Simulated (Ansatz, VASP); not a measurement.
## One calculation of KTaO3, two programs

```
K Ta O
1.0
     3.85650    0.00000    0.00000
     0.00000    3.85650    0.00000
     0.00000    0.00000    3.85650
K Ta O
1 1 3
Direct
  0.50000 0.50000 0.50000
  0.00000 0.00000 0.00000
  0.50000 0.00000 0.00000
  0.00000 0.50000 0.00000
  0.00000 0.00000 0.50000
```

Alike in both runs: task single point; functional PBE; k mesh 8 × 8 × 8; occupations gaussian, width 0.02 eV; no spin polarisation.

|  | VASP | Ansatz |
| --- | --- | --- |
| version | VASP 6.6.1 | Ansatz 0.2.0 |
| potentials or method | VASP PAW PBE potentials, release 64 (K_sv, Ta_pv, O) | scalar-relativistic, plane waves, PAW |
| plane-wave cutoff (eV) | 520 | 420 |
| valence electrons in the cell | 38 | 40 |

```csv
,VASP,Ansatz,Ansatz less VASP
gap on the k mesh at the Fermi level (eV),2.38,2.44,+0.056
least direct gap on the mesh (eV),2.93,2.97,+0.038
```

With one functional, cell and mesh, what is left measures potentials, basis and numerics. The two sets of potentials don't hold the same shells in valence.

Caveats: spin-orbit coupling is left out, which moves the levels of the heavy elements. As with any semilocal functional, this PBE gap is likely too small. A k mesh can miss the band edges.
